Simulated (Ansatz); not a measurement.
# W, omega (AlB2-type): how the functional moves the structure

All rows: Ansatz, plane waves with scalar-relativistic PAW, 420 eV (500 eV for the SCAN forms), relaxed under each functional, no dispersion correction, no zero-point motion. B₀ comes from uniform scaling at fixed shape; a dash is a value not given.

| functional | V (Å³/atom) | cell | B₀ (GPa) | magnetic state | ΔE to bcc (meV/atom) |
| --- | --- | --- | --- | --- | --- |
| PBE | 16.55 | a = 4.687 Å, c = 2.610 Å (c/a = 0.557) | 276 | spin not included | 545 |
| PBEsol | 16.07 | a = 4.642 Å, c = 2.583 Å (c/a = 0.557) | 296 | spin not included | 555 |
| revPBE | 16.70 | a = 4.701 Å, c = 2.618 Å (c/a = 0.557) | 269 | spin not included | 545 |
| RPBE | 16.77 | a = 4.707 Å, c = 2.621 Å (c/a = 0.557) | 266 | spin not included | 544 |
| BLYP | 17.15 | a = 4.748 Å, c = 2.636 Å (c/a = 0.555) | 249 | spin not included | 484 |

Q: What does r²SCAN give?

A: V (Å³/atom): 16.29; cell: a = 4.666 Å, c = 2.592 Å (c/a = 0.556); B₀ (GPa): 292; magnetic state: spin not included; ΔE to bcc (meV/atom): 607.
